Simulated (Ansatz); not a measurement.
# BP: the cost of one run

Computed with Ansatz 0.2.0 (reference: DFT, HSE06, plane waves, PAW, unless a step's input says otherwise).

5 further runs of the same task are left out: 1 for a known fault of the program, 4 that didn't finish.

## (1) The starting structure

The structure is hexagonal, space group P6_3/mmc (No. 194). The conventional cell has a = 3.204 Å, b = 3.204 Å, c = 8.467 Å, α = 90.00°, β = 90.00°, γ = 120.00°. B (site symmetry -6m2) is surrounded by 3 P at 1.85 Å. Around P (site symmetry -6m2) lie 3 B at 1.85 Å.

As a file:

```
B P
1.0
     3.20394    0.00000    0.00000
    -1.60197    2.77469    0.00000
     0.00000    0.00000    8.46662
B P
2 2
Direct
  0.33333 0.66667 0.25000
  0.66667 0.33333 0.75000
  0.66667 0.33333 0.25000
  0.33333 0.66667 0.75000
```

## (2) Reference

File input.yaml:

```yaml
crystal:
  lattice:
    - [3.2039351186, 0.0, 0.0]
    - [-1.6019675593, 2.7746892048, 0.0]
    - [0.0, 0.0, 8.4666228416]
  atoms:
    - { symbol: B, position: [0.3333333333, 0.6666666667, 0.25] }
    - { symbol: B, position: [0.6666666667, 0.3333333333, 0.75] }
    - { symbol: P, position: [0.6666666667, 0.3333333333, 0.25] }
    - { symbol: P, position: [0.3333333333, 0.6666666667, 0.75] }
kpoints:
  mp_grid: { grid: [6, 6, 2] }
hamiltonian:
  xc: hse06
scf:
  occupations: { method: fixed }
  n_extra_bands: 5
output:
  forces: true
  stress: true
  eigenvalues: true
  write_density: true
  write_potential: true
  elf: true
  volumetric_format: npy
```

The run is started by

```bash
$ ansatz run input.yaml --threads 4 --pin off --max-ram 3686MiB --backend cpu --events-out ev --progress --plain --runs-dir out
```

What time and memory should one allow on 4 threads of Arm Neoverse V2, shared host?

About 6.1 s, with a peak of 0.9 GiB.
